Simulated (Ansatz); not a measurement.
# Sn: symmetry broken, then relaxed

Method: DFT PBEsol, scalar-relativistic, plane waves, PAW in Ansatz 0.2.0. The runs took a 420 eV cutoff, a Γ-centred 10×10×10 mesh and Gaussian smearing (0.15 eV). No spin polarisation. Energies are free energies at this smearing, counted from the undisturbed cell; pressure is positive in compression.

Reference structure (relaxed at this level; this bcc form isn't the usual structure):

```
CELL_PARAMETERS angstrom
0.00000 -3.74479 0.00000
-3.74479 0.00000 0.00000
0.00000 0.00000 -3.74479
ATOMIC_POSITIONS crystal
Sn 0.50000 0.50000 0.50000
Sn 0.00000 0.00000 0.00000
```

The atoms are displaced (Å, in the unstrained cell):

| atom | ux | uy | uz |
| --- | --- | --- | --- |
| Sn1 | 0.137 | -0.192 | 0.380 |
| Sn2 | -0.137 | 0.192 | -0.380 |

Cell and atoms are then relaxed.

Problem. Does the relaxation return to the undisturbed structure?

Solution. No. It ends 15.7 meV/atom below it. The disturbance itself cost 611.2 meV/atom. The final space group reads I4/mmm (tolerance 0.05 Å) and the volume changes by 0.23 %.

Final structure:

```
CELL_PARAMETERS angstrom
-0.00003 -3.96545 0.00001
-3.96527 -0.00003 -0.00016
-0.00016 0.00001 -3.34752
ATOMIC_POSITIONS crystal
Sn 0.49999 0.50000 0.50005
Sn 0.00001 0.00000 0.99995
```

The relaxation, step by step (energy from the first step; small jumps at an unchanged geometry come where the plane waves are selected anew for the new cell):

| step | ΔE (meV/atom) | largest force component (eV/Å) | pressure (GPa) |
| --- | --- | --- | --- |
| 1 | 0.0 | 2.860 | 13.24 |
| 2 | -515.1 | 0.594 | 0.68 |
| 3 | -591.8 | 0.293 | 0.31 |
| 4 | -619.8 | 0.093 | 0.65 |
| 5 | -623.5 | 0.048 | -0.03 |
| 6 | -625.7 | 0.002 | -0.30 |
| 7 | -625.2 | 0.008 | 0.32 |
| 8 | -626.6 | 0.000 | -0.04 |
| 9 | -626.7 | 0.000 | 0.02 |
| 10 | -626.9 | 0.000 | 0.00 |

Frames along the relaxation (Å, eV/Å):

```xyz
2
Lattice="0.000 -3.745 0.000 -3.745 0.000 0.000 0.000 0.000 -3.745" Properties=species:S:1:pos:R:3:forces:R:3 pbc="T T T" step=1
Sn   -1.735   -2.065   -1.493   -2.520    2.860   -2.528
Sn   -0.137    0.192   -0.380    2.520   -2.860    2.528
2
Lattice="0.008 -3.816 0.027 -3.845 0.008 -0.018 -0.018 0.027 -3.733" Properties=species:S:1:pos:R:3:forces:R:3 pbc="T T T" step=2
Sn   -1.868   -1.969   -1.615   -0.340    0.410   -0.594
Sn   -0.059    0.078   -0.247    0.340   -0.410    0.594
2
Lattice="-0.001 -3.867 -0.002 -3.876 -0.001 0.002 0.002 -0.002 -3.551" Properties=species:S:1:pos:R:3:forces:R:3 pbc="T T T" step=3
Sn   -1.910   -1.968   -1.616   -0.151    0.180   -0.293
Sn   -0.027    0.033   -0.160    0.151   -0.180    0.293
2
Lattice="-0.007 -3.941 -0.025 -3.939 -0.007 0.019 0.019 -0.025 -3.367" Properties=species:S:1:pos:R:3:forces:R:3 pbc="T T T" step=4
Sn   -1.963   -1.986   -1.600   -0.015    0.015   -0.093
Sn   -0.001    0.000   -0.086    0.015   -0.015    0.093
2
Lattice="0.005 -4.122 0.008 -3.817 0.005 -0.019 -0.019 0.008 -3.355" Properties=species:S:1:pos:R:3:forces:R:3 pbc="T T T" step=5
Sn   -1.918   -2.054   -1.655    0.010   -0.004   -0.048
Sn    0.002   -0.001   -0.028   -0.010    0.004    0.048
2
Lattice="-0.001 -4.018 0.000 -3.894 -0.001 -0.002 -0.002 0.000 -3.382" Properties=species:S:1:pos:R:3:forces:R:3 pbc="T T T" step=6
Sn   -1.949   -2.010   -1.692    0.002    0.000    0.001
Sn    0.000    0.000    0.000   -0.002    0.000   -0.001
2
Lattice="-0.004 -3.870 -0.018 -4.029 -0.004 0.025 0.025 -0.018 -3.358" Properties=species:S:1:pos:R:3:forces:R:3 pbc="T T T" step=7
Sn   -2.005   -1.945   -1.679    0.003   -0.008    0.007
Sn    0.001   -0.002    0.003   -0.003    0.008   -0.007
2
Lattice="0.000 -3.968 0.000 -3.955 0.000 0.001 0.001 0.000 -3.356" Properties=species:S:1:pos:R:3:forces:R:3 pbc="T T T" step=8
Sn   -1.977   -1.984   -1.678    0.000    0.000    0.000
Sn    0.000    0.000    0.000    0.000    0.000    0.000
2
Lattice="0.000 -3.965 0.000 -3.965 0.000 0.000 0.000 0.000 -3.348" Properties=species:S:1:pos:R:3:forces:R:3 pbc="T T T" step=9
Sn   -1.983   -1.983   -1.674    0.000    0.000    0.000
Sn    0.000    0.000    0.000    0.000    0.000    0.000
2
Lattice="0.000 -3.965 0.000 -3.965 0.000 0.000 0.000 0.000 -3.348" Properties=species:S:1:pos:R:3:forces:R:3 pbc="T T T" step=10
Sn   -1.983   -1.983   -1.674    0.000    0.000    0.000
Sn    0.000    0.000    0.000    0.000    0.000    0.000
```

Cost: 3 runs of about 5.4 core-minutes in all, on Arm Neoverse V1 (shared hosts).